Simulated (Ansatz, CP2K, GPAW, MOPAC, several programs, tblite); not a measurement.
# AlP from cheap methods to r2SCAN, part 2 of 2

Aim: run AlP through methods of unlike cost and see what each gets, and at what price.

Several programs; a static lattice, no spin polarisation. The steps go on from the part before.

### Step 6. coarse PBE (low cutoff and mesh, Ansatz 0.2.0)

The COD entry's cell or inner coordinates are ideal or old and differ from later refinements, so a difference from it is no clean test against experiment.

input.yaml reads:

```yaml
crystal:
  lattice:
    - [0.0, 2.7392607952, 2.7392607952]
    - [2.7392607952, 0.0, 2.7392607952]
    - [2.7392607952, 2.7392607952, 0.0]
  atoms:
    - { symbol: Al, position: [0.0, 0.0, 0.0] }
    - { symbol: P, position: [0.25, 0.25, 0.25] }
kpoints:
  mp_grid: { grid: [4, 4, 4] }
  band_path:
    path:
      - [0.0, 0.0, 0.0]
      - [-0.5, -0.5, 0.0]
      - [-0.375, -0.375, 0.25]
      - [-0.375, 0.0, 0.375]
      - [0.0, 0.0, 0.5]
      - [-0.5, -0.25, 0.25]
      - [0.0, 0.5, 0.5]
    npoints: 1
hamiltonian:
  xc: pbe
scf:
  occupations: { method: fermi_dirac, width: 0.02 }
  n_extra_bands: 4
output:
  forces: true
  stress: true
  eigenvalues: true
basis:
  ecutwfc: 260
```

The run is started by

```bash
$ ansatz run input.yaml --threads 2 --pin off --max-ram 2764MiB --backend cpu --events-out ev --progress --plain --runs-dir out
```

Log (excerpt; [...] marks lines left out):

```text
Warning: basis.ecutwfc = 260 eV is below the records' recommended 420 eV, and the density's cutoff is lower with it unless basis.ecutrho_ratio is high enough to keep the records' density cutoff: compare with a run at a higher cutoff
Warning: RAYON_NUM_THREADS=2 ignored (pool sized by the plan → 2); use --threads N
scf.n_extra_bands = 4 over 4 filled bands (N_el = 8.0): the run solves 8 bands
[...]
Pseudopotentials: kind: paw
Pseudopotential: Al, paw, valence charge 3, recommended cutoff 420 eV (normal), Al.paw.azcp
Pseudopotential: P, paw, valence charge 5, recommended cutoff 420 eV (normal), P.paw.azcp
Functional definition: PBE
[...]
Crystal: 2 atoms, lattice volume = 41.108 Å³
Basis set: ecut = 260 eV, 387 PW (Γ), exchange–correlation on 48×48×48 points (8 copies of the dense FFT grid, shifted against one another)
Bands: 8, of which v1, the nominal top of the filled ones, is band 4 counted from 1 (3 counted from 0)
Symmetry: 24 space group operations
Space group: F-43m (ITA 216), of the structure as read, at distance tolerance 3.5e-5 Å
k-points: 8 of 64 (time reversal used)
[...]
SCF iter   1: F=—  HF=-1294.142229 eV  |F-HF|=—  |Δ(HF+E_count)|=         —  Δρ=2.72e-3  dr2=8.02e-4  ethr=1.77e-3  ⟨swp⟩=6.2  Hψ=609  notcnv=0
[...]
SCF iter   6: F=-1294.144416 eV  HF=-1294.144416 eV  |F-HF|=4.64e-11  |Δ(HF+E_count)|=   1.57e-8  Δρ=5.08e-7  dr2=1.07e-10  ethr=9.14e-11  ⟨swp⟩=1.8  Hψ=196  notcnv=0
[...]
NSCF: frozen V_eff on 7 k-points
SCF converged after 6 iterations
Free energy (F): -1294.144416 eV
[...]
E sigma→0 (E₀):  -1294.144416 eV
Fermi energy:    5.792524 eV
[...]
--- Forces (eV/Å), atoms counted from 1 ---
  atom   1  Al     0.00000000     0.00000000    -0.00000000
  atom   2  P     -0.00000000     0.00000000     0.00000000
[...]
--- Stress (GPa, compression-positive) ---
        1.818583      -0.000000      -0.000000
        0.000000       1.818583       0.000000
       -0.000000       0.000000       1.818583
  P = ⅓ Tr σ = 1.8186 GPa (18.186 kbar)
--- Band table (eV; the first three rows and the last of 8) ---
  k-point 0: bands = ["-6.4258", "4.9969", "4.9969", "4.9969", "8.2697", "9.5763", "9.5763", "9.5763"]
[...]
```

Run time: 0.37 s. Hardware: 2 threads of Arm Neoverse V2, shared host; peak memory 0.23 GiB.

Gap 1.59 eV; pressure 1.8 GPa.

Further single points at scaled volumes (the reference cell, shape and fractional coordinates held; logs not shown):

```tsv
volume (Å³/atom)	energy (meV/atom, from the lowest)
18.91	65.8
19.73	25.2
20.55	3.1
21.38	0.0
22.20	19.4
23.02	45.8
```

No fit is made from these points.

### Step 7. PBE (plane waves, Ansatz 0.2.0)

input.yaml: that of step 6 with these lines changed.

```diff
@@ -9,3 +9,3 @@
 kpoints:
-  mp_grid: { grid: [4, 4, 4] }
+  mp_grid: { grid: [8, 8, 8] }
   band_path:
@@ -23,3 +23,3 @@
 scf:
-  occupations: { method: fermi_dirac, width: 0.02 }
+  occupations: { method: fixed }
   n_extra_bands: 4
@@ -29,3 +29 @@
   eigenvalues: true
-basis:
-  ecutwfc: 260
```

The run is started by

```bash
$ ansatz run input.yaml --threads 2 --pin off --max-ram 2764MiB --backend cpu --events-out ev --progress --plain --runs-dir out
```

Log (excerpt; [...] marks lines left out):

```text
Warning: RAYON_NUM_THREADS=2 ignored (pool sized by the plan → 2); use --threads N
scf.n_extra_bands = 4 over 4 filled bands (N_el = 8.0): the run solves 8 bands
[...]
[... 4 set-up lines as earlier in the session ...]
[...]
Crystal: 2 atoms, lattice volume = 41.108 Å³
Basis set: ecut = 420 eV, 821 PW (Γ), exchange–correlation on 54×54×54 points (8 copies of the dense FFT grid, shifted against one another)
Bands: 8, of which v1, the nominal top of the filled ones, is band 4 counted from 1 (3 counted from 0)
[... 2 set-up lines as earlier in the session ...]
k-points: 29 of 512 (time reversal used)
[...]
SCF iter   1: F=—  HF=-1294.440773 eV  |F-HF|=—  |Δ(HF+E_count)|=         —  Δρ=1.26e-3  dr2=1.11e-3  ethr=1.77e-3  ⟨swp⟩=5.4  Hψ=1704  notcnv=0  defer=51
[...]
SCF iter   6: F=-1294.440515 eV  HF=-1294.440515 eV  |F-HF|=8.75e-11  |Δ(HF+E_count)|=   9.13e-9  Δρ=6.13e-7  dr2=1.18e-10  ethr=3.77e-10  ⟨swp⟩=7.5  Hψ=1857  notcnv=0
[...]
NSCF: frozen V_eff on 7 k-points
SCF converged after 6 iterations
Free energy (F): -1294.440515 eV
[...]
E sigma→0 (E₀):  -1294.440515 eV
Fermi energy:    4.947472 eV
[...]
--- Forces (eV/Å), atoms counted from 1 ---
  atom   1  Al     0.00000000    -0.00000000    -0.00000000
  atom   2  P     -0.00000000     0.00000000     0.00000000
[...]
--- Stress (GPa, compression-positive) ---
        1.365980      -0.000000      -0.000000
        0.000000       1.365980       0.000000
       -0.000000       0.000000       1.365980
  P = ⅓ Tr σ = 1.3660 GPa (13.660 kbar)
--- Band table (eV; the first three rows and the last of 29) ---
  k-point 0: bands = ["-6.4943", "4.9475", "4.9475", "4.9475", "8.1683", "9.4966", "9.4966", "9.4966"]
[...]
```

It took 0.82 s on 2 threads of Arm Neoverse V2, shared host; peak memory 0.26 GiB.

Gap 1.60 eV; pressure 1.4 GPa.

An earlier relaxation at this level, not shown, gives 20.87 Å³ an atom.

Further single points at scaled volumes (its own cell, shape and fractional coordinates held; logs not shown):

```tsv
volume (Å³/atom)	energy (meV/atom, from the lowest)
19.62	22.2
20.25	5.4
20.87	0.0
21.50	4.3
22.13	17.0
```

A third-order Birch-Murnaghan fit gives V₀ = 20.89 Å³ an atom and B₀ = 83 GPa, with shape and fractional coordinates held.

### Step 8. r2SCAN (plane waves, Ansatz 0.2.0)

input.yaml: that of step 7 with these lines changed.

```diff
@@ -21,3 +21,3 @@
 hamiltonian:
-  xc: pbe
+  xc: r2scan
 scf:
```

The run is started by

```bash
$ ansatz run input.yaml --threads 2 --pin off --max-ram 2764MiB --backend cpu --events-out ev --progress --plain --runs-dir out
```

Log (excerpt; [...] marks lines left out):

```text
Warning: RAYON_NUM_THREADS=2 ignored (pool sized by the plan → 2); use --threads N
scf.n_extra_bands = 4 over 4 filled bands (N_el = 8.0): the run solves 8 bands
[...]
[... 1 set-up line as earlier in the session ...]
Pseudopotential: Al, paw, valence charge 3, recommended cutoff 500 eV (meta_gga), Al.paw.azcp
Pseudopotential: P, paw, valence charge 5, recommended cutoff 500 eV (meta_gga), P.paw.azcp
Functional definition: r2SCAN
[...]
Crystal: 2 atoms, lattice volume = 41.108 Å³
Basis set: ecut = 500 eV, 1037 PW (Γ), exchange–correlation on 120×120×120 points (64 copies of the dense FFT grid, shifted against one another)
Bands: 8, of which v1, the nominal top of the filled ones, is band 4 counted from 1 (3 counted from 0)
[... 2 set-up lines as earlier in the session ...]
k-points: 29 of 512 (time reversal used)
[...]
SCF iter   1: F=—  HF=-1301.035963 eV  |F-HF|=—  |Δ(HF+E_count)|=         —  Δρ=2.86e-3  dr2=3.03e-3  dr2_τ=1.28e-2  ethr=1.77e-3  ⟨swp⟩=5.4  Hψ=1717  notcnv=0  defer=51
[...]
SCF iter   6: F=-1301.066190 eV  HF=-1301.066190 eV  |F-HF|=1.86e-9  |Δ(HF+E_count)|=   1.84e-7  Δρ=2.91e-6  dr2=2.82e-9  dr2_τ=8.58e-11  ethr=1.25e-9  ⟨swp⟩=8.8  Hψ=1828  notcnv=0
[...]
NSCF: frozen V_eff on 7 k-points
SCF converged after 6 iterations
Free energy (F): -1301.066190 eV
[...]
E sigma→0 (E₀):  -1301.066190 eV
Fermi energy:    4.787750 eV
[...]
--- Forces (eV/Å), atoms counted from 1 ---
  atom   1  Al     0.00000000    -0.00000000    -0.00000000
  atom   2  P     -0.00000000    -0.00000000     0.00000000
[...]
--- Stress (GPa, compression-positive) ---
        0.006774      -0.000000      -0.000000
       -0.000000       0.006774       0.000000
       -0.000000       0.000000       0.006774
  P = ⅓ Tr σ = 0.0068 GPa (0.068 kbar)
--- Band table (eV; the first three rows and the last of 29) ---
  k-point 0: bands = ["-7.1474", "4.7877", "4.7877", "4.7877", "8.6959", "9.7345", "9.7345", "9.7345"]
[...]
```

It took 1.8 s on 2 threads of Arm Neoverse V2, shared host; peak memory 0.38 GiB.

Gap 1.93 eV; pressure 0.0 GPa.

An earlier relaxation at this level, not shown, gives 20.55 Å³ an atom.

Further single points at scaled volumes (its own cell, shape and fractional coordinates held; logs not shown):

```tsv
volume (Å³/atom)	energy (meV/atom, from the lowest)
19.32	23.5
19.94	5.7
20.55	0.0
21.17	4.8
21.79	18.7
```

A third-order Birch-Murnaghan fit gives V₀ = 20.56 Å³ an atom and B₀ = 91 GPa, with shape and fractional coordinates held.

### Step 9. Cost against accuracy

Run the same way but not shown above: PM6, GFN1-xTB (tblite), GFN2-xTB (tblite), GLLB-SC.

Gap and time are those of the single point on the reference cell; the volume comes from each method's relaxation, or else from its energy curve; the modulus is at fixed shape. Times are rough (shared host). GLLB-SC's gap includes its derivative discontinuity.

```tsv
method	kind	gap (eV)	volume (Å³/atom)	B₀ (GPa)	atoms computed	CPU time
PM6	semi-empirical	7.86	–	–	64	15 s
PM7	semi-empirical	2.18	20.61	179	64	12 s
GFN1-xTB (tblite)	tight binding	0.50	21.67	46	64	5.1 s
GFN2-xTB (tblite)	tight binding	2.50	21.06	77	64	4.5 s
PBE/DZVP	small basis	1.63	20.92	82	2	7.9 s
PBE/single-zeta	small basis	2.90	–	–	2	4.5 s
PBE/SZV	small basis	3.57	21.85	80	2	4.7 s
coarse PBE	low cutoff and mesh	1.59	–	–	2	0.57 s
GLLB-SC	model potential	2.79	–	–	2	5.3 s
PBE	plane waves	1.60	20.87	83	2	1.5 s
r2SCAN	plane waves	1.93	20.55	91	2	3.3 s
```

### Step 10. Results

This closing draws on all 2 parts.

```
                                               quantity                                  value
                                                 r2SCAN  gap 1.93 eV, 20.55 Å³/atom, B₀ 91 GPa
         gap: nearest and farthest of the other methods         PM7 (+0.25 eV), PM6 (+5.94 eV)
      volume: nearest and farthest of the other methods         PM7 (+0.2 %), PBE/SZV (+6.3 %)
bulk modulus: nearest and farthest of the other methods           PBE/DZVP (-9 %), PM7 (+98 %)
```

In words: Among the 9 methods compared for the gap (full PBE left aside), PM7 is nearest to r2SCAN and PM6 farthest. For the volume, of the 5 methods compared (full PBE left aside), PM7 comes nearest to r2SCAN and PBE/SZV is farthest. For the bulk modulus, of the 5 methods compared (full PBE left aside), PBE/DZVP comes nearest to r2SCAN and PM7 is farthest. A minimal basis or a coarse cutoff and mesh shifts results by its own error, so closeness to r2SCAN can be chance. Cluster runs see only the k-points that fold onto the zone centre, so their gaps can miss the band edges. GLLB-SC is compared with its derivative discontinuity added. No volume is given for PM6, PBE/single-zeta, coarse PBE, which can hide a larger miss. CPU times run from 0.57 s (coarse PBE) to 15 s (PM6). On this cell PM6, PM7, GFN1-xTB (tblite), GFN2-xTB (tblite), PBE/DZVP, PBE/single-zeta, PBE/SZV, GLLB-SC cost more than r2SCAN itself (3.3 s), so they are no saving here. A cluster method computes far more atoms than the primitive cell, so on a small crystal it can cost more than plane waves. r2SCAN is a yardstick, not the truth: it usually gives gaps below the measured ones. A measured gap of AlP is 2.505 eV (indirect; 4.2 K; a printed reference work, data compilation); the calculated 1.93 eV misses it by -0.58 eV. That value is r2SCAN's. Of all methods here GFN2-xTB (tblite) lies nearest to the measured gap (2.50 eV), which may be luck in a method this rough.
